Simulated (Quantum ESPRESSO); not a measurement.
# NbP (I4_1md) in Quantum ESPRESSO: further runs

One crystal, NbP, is run at these levels: PBEsol+U; tasks: single point.

All numbers are computed with Quantum ESPRESSO 7.5; they aren't measurements. Logs are shortened: lines on timing, memory, paths and dates and some standing lists are left out, and cuts for length are marked.

## Step 1: The crystal as given

The structure is tetragonal, space group I4_1md (No. 109). Conventional cell: a = 3.350 Å, b = 3.350 Å, c = 11.480 Å, α = 90.00°, β = 90.00°, γ = 90.00°. Nb (site symmetry 2mm) has 6 P at 2.55 Å as nearest neighbours. P (site symmetry 2mm) is surrounded by 6 Nb at 2.55 Å.

The cell is a database's computed one.

## Step 2: Single point, PBEsol+U

File pw.in:

```
&CONTROL
  calculation = 'scf'
  prefix = 'pwscf'
  outdir = './tmp'
  pseudo_dir = './pseudo'
  tprnfor = .true.
  tstress = .true.
  disk_io = 'nowf'
/
&SYSTEM
  ibrav = 0
  A = 6.20963587
  nat = 4
  ntyp = 2
  ecutwfc = 45
  ecutrho = 360
  nbnd = 29
  occupations = 'smearing'
  smearing = 'fd'
  degauss = 0.00367493
/
&ELECTRONS
  conv_thr = 8d-10
  electron_maxstep = 120
  mixing_beta = 0.3
/
ATOMIC_SPECIES
Nb    92.9064 nb_pbesol_v1.uspp.F.UPF
P     30.9738 p_pbesol_v1.5.uspp.F.UPF
CELL_PARAMETERS alat
  -0.2697297055    0.2697297055    0.9243872420
   0.2697297055   -0.2697297055    0.9243872420
   0.2697297055    0.2697297055   -0.9243872420
ATOMIC_POSITIONS alat
Nb     0.2697297055    0.0000000000    0.4619732471
Nb     0.0000000000    0.0000000000    0.9241668681
P      0.0000000000    0.2697297055    0.6151755868
P      0.0000000000    0.0000000000    0.1529819658
K_POINTS automatic
11 11 11 0 0 0
HUBBARD {ortho-atomic}
U Nb-4d 4.0
```

Potentials or basis: GBRV 1.5 PBEsol.

The run is started by

```console
OMP_NUM_THREADS=1 mpirun -n 2 pw.x -nk 2 -in pw.in > pw.out
```

pw.out:

```text
This program is part of the open-source Quantum ESPRESSO suite
     for quantum simulation of materials; please cite
         "P. Giannozzi et al., J. Phys.:Condens. Matter 21 395502 (2009);
         "P. Giannozzi et al., J. Phys.:Condens. Matter 29 465901 (2017);
         "P. Giannozzi et al., J. Chem. Phys. 152 154105 (2020);
     in publications or presentations arising from this work. More details at

     Message from routine setup:
     using ibrav=0 with symmetry is DISCOURAGED, use correct ibrav instead

     K-points division:     npool     =       2
     Subspace diagonalization in iterative solution of the eigenvalue problem:
     a serial algorithm will be used

     G-vector sticks info
     --------------------
     sticks:   dense  smooth     PW     G-vecs:    dense   smooth      PW
     Sum        2783    1389    457                50121    17787    3339

     Using Slab Decomposition

     bravais-lattice index     =            0
     lattice parameter (alat)  =      11.7345  a.u.
     unit-cell volume          =     434.6768 (a.u.)^3
     number of atoms/cell      =            4
     number of atomic types    =            2
     number of electrons       =        36.00
     number of Kohn-Sham states=           29
     kinetic-energy cutoff     =      45.0000  Ry
     charge density cutoff     =     360.0000  Ry
     scf convergence threshold =      8.0E-10
     mixing beta               =       0.3000
     number of iterations used =            8  plain     mixing
     Exchange-correlation= SLA  PW   PSX  PSC
                           (   1   4  10   8   0   0   0)
     Hubbard projectors: ortho-atomic
     Hubbard parameters of DFT+U (Dudarev formulation) in eV:
     U(Nb-4d) =  4.0000

     Internal variables: lda_plus_u =T, lda_plus_u_kind = 0

     Internal variables: orbital_resolved =F, hub_pot_fix =F, apply_U = F

     celldm(1)=  11.734511  celldm(2)=   0.000000  celldm(3)=   0.000000
     celldm(4)=   0.000000  celldm(5)=   0.000000  celldm(6)=   0.000000

     crystal axes: (cart. coord. in units of alat)
               a(1) = (  -0.269730   0.269730   0.924387 )
               a(2) = (   0.269730  -0.269730   0.924387 )
               a(3) = (   0.269730   0.269730  -0.924387 )

     reciprocal axes: (cart. coord. in units 2 pi/alat)
               b(1) = (  0.000000  1.853708  0.540899 )
               b(2) = (  1.853708  0.000000  0.540899 )
               b(3) = (  1.853708  1.853708  0.000000 )

     PseudoPot. # 1 for Nb read from file:
     nb_pbesol_v1.uspp.F.UPF
     Pseudo is Ultrasoft + core correction, Zval = 13.0
     Generated by new atomic code, or converted to UPF format
     Using radial grid of  887 points,  6 beta functions with:
                l(1) =   0
                l(2) =   0
                l(3) =   1
                l(4) =   1
                l(5) =   2
                l(6) =   2
     Q(r) pseudized with  6 coefficients,  rinner =    1.000   1.000   1.000
                                                       1.000   1.000

     PseudoPot. # 2 for P  read from file:
     p_pbesol_v1.5.uspp.F.UPF
     Pseudo is Ultrasoft + core correction, Zval =  5.0
     Generated by new atomic code, or converted to UPF format
     Using radial grid of  903 points,  6 beta functions with:
                l(1) =   0
                l(2) =   0
                l(3) =   1
                l(4) =   1
                l(5) =   2
                l(6) =   2
     Q(r) pseudized with  8 coefficients,  rinner =    1.300   1.300   1.300
                                                       1.300   1.300

     atomic species   valence    mass     pseudopotential
     Nb               13.00    92.90640     Nb( 1.00)
     P                 5.00    30.97380     P ( 1.00)

      8 Sym. Ops. (no inversion) found ( 4 have fractional translation)

   Cartesian axes

     site n.     atom                  positions (alat units)
         1        Nb     tau(   1) = (   0.2697297   0.0000000   0.4619732  )
         2        Nb     tau(   2) = (   0.0000000   0.0000000   0.9241669  )
         3        P      tau(   3) = (   0.0000000   0.2697297   0.6151756  )
         4        P      tau(   4) = (   0.0000000   0.0000000   0.1529820  )

     number of k points=   126  Fermi-Dirac smearing, width (Ry)=  0.0037

     Number of k-points >= 100: set verbosity='high' to print them.

     Dense  grid:    50121 G-vectors     FFT dimensions: (  72,  72,  72)

     Smooth grid:    17787 G-vectors     FFT dimensions: (  60,  60,  54)

     Initial potential from superposition of free atoms

     starting charge      35.9947, renormalised to      36.0000

     STARTING HUBBARD OCCUPATIONS:

     =================== HUBBARD OCCUPATIONS ===================
     ------------------------ ATOM    1 ------------------------
     Tr[ns(  1)] =   4.00000
     eigenvalues:
       0.400  0.400  0.400  0.400  0.400
     eigenvectors (columns):
       1.000  0.000  0.000  0.000  0.000
       0.000  1.000  0.000  0.000  0.000
       0.000  0.000  1.000  0.000  0.000
       0.000  0.000  0.000  1.000  0.000
       0.000  0.000  0.000  0.000  1.000
     occupation matrix ns (before diag.):
       0.400  0.000  0.000  0.000  0.000
       0.000  0.400  0.000  0.000  0.000
       0.000  0.000  0.400  0.000  0.000
       0.000  0.000  0.000  0.400  0.000
       0.000  0.000  0.000  0.000  0.400
     ------------------------ ATOM    2 ------------------------
     Tr[ns(  2)] =   4.00000
     eigenvalues:
       0.400  0.400  0.400  0.400  0.400
     eigenvectors (columns):
       1.000  0.000  0.000  0.000  0.000
       0.000  1.000  0.000  0.000  0.000
       0.000  0.000  1.000  0.000  0.000
       0.000  0.000  0.000  1.000  0.000
       0.000  0.000  0.000  0.000  1.000
     occupation matrix ns (before diag.):
       0.400  0.000  0.000  0.000  0.000
       0.000  0.400  0.000  0.000  0.000
       0.000  0.000  0.400  0.000  0.000
       0.000  0.000  0.000  0.400  0.000
       0.000  0.000  0.000  0.000  0.400

     Number of occupied Hubbard levels =    8.0000

     Atomic wfc used for Hubbard projectors are orthogonalized

     Starting wfcs are   34 randomized atomic wfcs

     Self-consistent Calculation

     iteration #  1     ecut=    45.00 Ry     beta= 0.30
     Davidson diagonalization with overlap
     ethr =  1.00E-02,  avg # of iterations =  5.4

     =================== HUBBARD OCCUPATIONS ===================
     ------------------------ ATOM    1 ------------------------
     Tr[ns(  1)] =   3.59292
     eigenvalues:
       0.323  0.328  0.370  0.374  0.402
     eigenvectors (columns):
      -0.000 -0.000  0.295  0.000  0.955
      -1.000  0.000  0.000 -0.000 -0.000
      -0.000 -0.000 -0.000  1.000 -0.000
       0.000  0.000  0.955  0.000 -0.295
       0.000  1.000 -0.000  0.000  0.000
     occupation matrix ns (before diag.):
       0.399 -0.000 -0.000 -0.009  0.000
      -0.000  0.323 -0.000  0.000  0.000
      -0.000 -0.000  0.374  0.000  0.000
      -0.009  0.000  0.000  0.373 -0.000
       0.000  0.000  0.000 -0.000  0.328
     ------------------------ ATOM    2 ------------------------
     Tr[ns(  2)] =   3.59292
     eigenvalues:
       0.323  0.328  0.370  0.374  0.402
     eigenvectors (columns):
      -0.000 -0.000 -0.295  0.000  0.955
      -0.000 -0.000 -0.000 -1.000 -0.000
      -1.000  0.000  0.000  0.000 -0.000
       0.000  0.000  0.955 -0.000  0.295
       0.000  1.000 -0.000 -0.000  0.000
     occupation matrix ns (before diag.):
       0.399 -0.000 -0.000  0.009  0.000
      -0.000  0.374 -0.000  0.000  0.000
      -0.000 -0.000  0.323  0.000  0.000
       0.009  0.000  0.000  0.373 -0.000
       0.000  0.000  0.000 -0.000  0.328

     Number of occupied Hubbard levels =    7.1858

     total energy              =    -266.32195454 Ry
     estimated scf accuracy    <       0.69412410 Ry

     iteration #  2     ecut=    45.00 Ry     beta= 0.30
     Davidson diagonalization with overlap
     ethr =  1.93E-03,  avg # of iterations =  2.0

     total energy              =    -266.39996919 Ry
     estimated scf accuracy    <       0.05359627 Ry

     iteration #  3     ecut=    45.00 Ry     beta= 0.30
     Davidson diagonalization with overlap
     ethr =  1.49E-04,  avg # of iterations =  3.7

     total energy              =    -266.41182063 Ry
     estimated scf accuracy    <       0.01889821 Ry

     iteration #  4     ecut=    45.00 Ry     beta= 0.30
     Davidson diagonalization with overlap
     ethr =  5.25E-05,  avg # of iterations =  2.2

     total energy              =    -266.41152004 Ry
     estimated scf accuracy    <       0.00569961 Ry

     iteration #  5     ecut=    45.00 Ry     beta= 0.30
     Davidson diagonalization with overlap
     ethr =  1.58E-05,  avg # of iterations =  3.4

     total energy              =    -266.41372011 Ry
     estimated scf accuracy    <       0.00258800 Ry

     iteration #  6     ecut=    45.00 Ry     beta= 0.30
     Davidson diagonalization with overlap
     ethr =  7.19E-06,  avg # of iterations =  1.4

     total energy              =    -266.41374500 Ry
     estimated scf accuracy    <       0.00038200 Ry

     iteration #  7     ecut=    45.00 Ry     beta= 0.30
     Davidson diagonalization with overlap
     ethr =  1.06E-06,  avg # of iterations =  4.9

     total energy              =    -266.41385265 Ry
     estimated scf accuracy    <       0.00000794 Ry

     iteration #  8     ecut=    45.00 Ry     beta= 0.30
     Davidson diagonalization with overlap
     ethr =  2.21E-08,  avg # of iterations =  5.6

     total energy              =    -266.41387037 Ry
     estimated scf accuracy    <       0.00000083 Ry

     iteration #  9     ecut=    45.00 Ry     beta= 0.30
     Davidson diagonalization with overlap
     ethr =  2.30E-09,  avg # of iterations =  3.9

     total energy              =    -266.41386915 Ry
     estimated scf accuracy    <       0.00001060 Ry

     iteration # 10     ecut=    45.00 Ry     beta= 0.30
     Davidson diagonalization with overlap
     ethr =  2.30E-09,  avg # of iterations =  2.9

     total energy              =    -266.41386972 Ry
     estimated scf accuracy    <       0.00000099 Ry

     iteration # 11     ecut=    45.00 Ry     beta= 0.30
     Davidson diagonalization with overlap
     ethr =  2.30E-09,  avg # of iterations =  2.0

     total energy              =    -266.41386997 Ry
     estimated scf accuracy    <       0.00000004 Ry

     iteration # 12     ecut=    45.00 Ry     beta= 0.30
     Davidson diagonalization with overlap
     ethr =  1.13E-10,  avg # of iterations =  2.5

     total energy              =    -266.41386996 Ry
     estimated scf accuracy    <       0.00000004 Ry

     iteration # 13     ecut=    45.00 Ry     beta= 0.30
     Davidson diagonalization with overlap
     ethr =  1.10E-10,  avg # of iterations =  2.0

     total energy              =    -266.41386998 Ry
     estimated scf accuracy    <          3.3E-09 Ry

     iteration # 14     ecut=    45.00 Ry     beta= 0.30
     Davidson diagonalization with overlap
     ethr =  9.30E-12,  avg # of iterations =  2.4

     End of self-consistent calculation

     =================== HUBBARD OCCUPATIONS ===================
     ------------------------ ATOM    1 ------------------------
     Tr[ns(  1)] =   4.25662
     eigenvalues:
       0.399  0.416  0.421  0.428  0.464
     eigenvectors (columns):
      -0.000 -0.041  0.000  0.000 -0.999
      -1.000 -0.000 -0.000 -0.000  0.000
      -0.000  0.000  0.000  1.000  0.000
       0.000 -0.999  0.000  0.000  0.041
       0.000 -0.000 -1.000  0.000 -0.000
     occupation matrix ns (before diag.):
       0.464 -0.000 -0.000 -0.002  0.000
      -0.000  0.399 -0.000  0.000  0.000
      -0.000 -0.000  0.428  0.000  0.000
      -0.002  0.000  0.000  0.416 -0.000
       0.000  0.000  0.000 -0.000  0.421
     ------------------------ ATOM    2 ------------------------
     Tr[ns(  2)] =   4.25662
     eigenvalues:
       0.399  0.416  0.421  0.428  0.464
     eigenvectors (columns):
      -0.000  0.041 -0.000  0.000  0.999
      -0.000  0.000 -0.000  1.000 -0.000
      -1.000 -0.000  0.000 -0.000 -0.000
       0.000 -0.999 -0.000  0.000  0.041
       0.000 -0.000  1.000  0.000  0.000
     occupation matrix ns (before diag.):
       0.464 -0.000 -0.000  0.002  0.000
      -0.000  0.428 -0.000  0.000  0.000
      -0.000 -0.000  0.399  0.000  0.000
       0.002  0.000  0.000  0.416 -0.000
       0.000  0.000  0.000 -0.000  0.421

     Number of occupied Hubbard levels =    8.5132

     Number of k-points >= 100: set verbosity='high' to print the bands.

     the Fermi energy is    15.0115 ev

!    total energy              =    -266.41386998 Ry
     estimated scf accuracy    <          1.2E-10 Ry
     smearing contrib. (-TS)   =      -0.00036098 Ry
     internal energy E=F+TS    =    -266.41350900 Ry

     The total energy is F=E-TS. E is the sum of the following terms:
     one-electron contribution =     -42.30268696 Ry
     hartree contribution      =      39.09320535 Ry
     xc contribution           =     -48.58114815 Ry
     ewald contribution        =    -215.34026747 Ry
     Hubbard energy            =       0.71738823 Ry

     convergence has been achieved in  14 iterations

     Forces acting on atoms (cartesian axes, Ry/au):

     atom    1 type  1   force =     0.00000000    0.00000000    0.00068045
     atom    2 type  1   force =     0.00000000    0.00000000    0.00068045
     atom    3 type  2   force =    -0.00000000   -0.00000000   -0.00068045
     atom    4 type  2   force =    -0.00000000   -0.00000000   -0.00068045

     Total force =     0.001361     Total SCF correction =     0.000001

     Computing stress (Cartesian axis) and pressure

          total   stress  (Ry/bohr**3)                   (kbar)     P=      -49.01
  -0.00033556   0.00000000   0.00000000          -49.36        0.00        0.00
   0.00000000  -0.00033556   0.00000000            0.00      -49.36        0.00
  -0.00000000  -0.00000000  -0.00032835           -0.00       -0.00      -48.30

=------------------------------------------------------------------------------=
   JOB DONE.
=------------------------------------------------------------------------------=
```

Wall time 4.2 min (2 MPI ranks of Arm Neoverse V2, shared host); peak memory 0.48 GiB.

Results:

| Property | Result |
| --- | --- |
| Free energy | -3624.7454 eV |
| Pressure | -4.9 GPa |
| Largest force | 0.017 eV/Å |
| Band gap on the k mesh | none (metal or under the smearing width) |

Forces on the atoms (eV/Å):
```
Nb   0.000  0.000  0.017
Nb   0.000  0.000  0.017
P    0.000  0.000 -0.017
P    0.000  0.000 -0.017
```

Levels at points of the mesh, in eV from the Fermi level:
| k point | band 14 | band 15 | band 16 | band 17 | band 18 | band 19 | band 20 | band 21 | band 22 | band 23 |
| --- | --- | --- | --- | --- | --- | --- | --- | --- | --- | --- |
| (0.00, 0.00, 0.00) | -2.23 | -2.12 | -1.79 | -1.40 | -1.40 | 0.85 | 1.60 | 2.47 | 3.10 | 3.10 |

Eigenvalues of the final occupation matrices:
| site | spin | trace | eigenvalues |
| --- | --- | --- | --- |
| Nb 1 4d | each | 2.13 | 0.40 0.42 0.42 0.43 0.46 |
| Nb 2 4d | each | 2.13 | 0.40 0.42 0.42 0.43 0.46 |

Caveat: U without spin polarisation on a metal has little footing; the U is typed as a test and isn't derived for this compound.

## Step 3: Single point, PBEsol+U

Edit pw.in of step 2 so:

```diff
@@ -41,2 +41,2 @@
 HUBBARD {ortho-atomic}
-U Nb-4d 4.0
+U Nb-4d 5.0
```

Potentials or basis: GBRV 1.5 PBEsol.

The run is started by

```console
OMP_NUM_THREADS=1 mpirun -n 2 pw.x -nk 2 -in pw.in > pw.out
```

Wall time 4.3 min (2 MPI ranks of Arm Neoverse V2, shared host); peak memory 0.48 GiB.

The run converged. Its results:

| Item | Value |
| --- | --- |
| Free energy | -3622.3080 eV |
| Pressure | -4.3 GPa |
| Largest force | 0.012 eV/Å |
| Band gap on the k mesh | none (metal or under the smearing width) |

Forces in eV/Å, atoms in the order of the input:
```
Nb   0.000  0.000  0.012
Nb   0.000  0.000  0.012
P    0.000  0.000 -0.012
P    0.000  0.000 -0.012
```

Stress tensor (GPa, compression positive):
```
-4.46  0.00  0.00
 0.00 -4.46  0.00
 0.00  0.00 -4.03
```

Levels at points of the mesh, in eV from the Fermi level:
```
           k point  band 16  band 17  band 18  band 19  band 20  band 21
(0.00, 0.00, 0.00)    -1.85    -1.41    -1.41     0.84     1.59     2.38
```

Eigenvalues of the final occupation matrices:
```tsv
site	spin	trace	eigenvalues
Nb 1 4d	each	2.12	0.39 0.41 0.42 0.42 0.48
Nb 2 4d	each	2.12	0.39 0.41 0.42 0.42 0.48
```

Caveat: U without spin polarisation on a metal has little footing; the U is typed as a test and isn't derived for this compound.

## Step 4: Single point, PBEsol+U

Edit pw.in of step 3 so:

```diff
@@ -41,2 +41,2 @@
 HUBBARD {ortho-atomic}
-U Nb-4d 5.0
+U Nb-4d 6.0
```

The run is started by

```console
OMP_NUM_THREADS=1 mpirun -n 2 pw.x -nk 2 -in pw.in > pw.out
```

Wall time 4.9 min (2 MPI ranks of Arm Neoverse V2, shared host); peak memory 0.48 GiB.

It converged, with:

```yaml
Free_energy: -3619.8819 eV
Pressure: -3.4 GPa
Largest_force: 0.025 eV/Å
Band_gap_on_the_k_mesh: none (metal or under the smearing width)
```

Forces on the atoms (eV/Å):
```
Nb   0.000  0.000 -0.025
Nb   0.000  0.000 -0.025
P    0.000  0.000  0.025
P    0.000  0.000  0.025
```

Stress tensor (GPa, compression positive):
```
-3.78  0.00  0.00
 0.00 -3.78  0.00
 0.00  0.00 -2.51
```

Levels at points of the mesh, in eV from the Fermi level:
```tsv
k point	band 14	band 15	band 16	band 17	band 18	band 19	band 20	band 21	band 22	band 23
(0.00, 0.00, 0.00)	-2.26	-2.14	-1.99	-1.39	-1.39	0.79	1.54	2.13	3.10	3.10
```

Eigenvalues of the final occupation matrices:
| site | spin | trace | eigenvalues |
| --- | --- | --- | --- |
| Nb 1 4d | each | 2.11 | 0.38 0.39 0.40 0.42 0.52 |
| Nb 2 4d | each | 2.11 | 0.38 0.39 0.40 0.42 0.52 |

Caveat: U without spin polarisation on a metal has little footing; the U is typed as a test and isn't derived for this compound.

(Continued in part 2 of 2.)
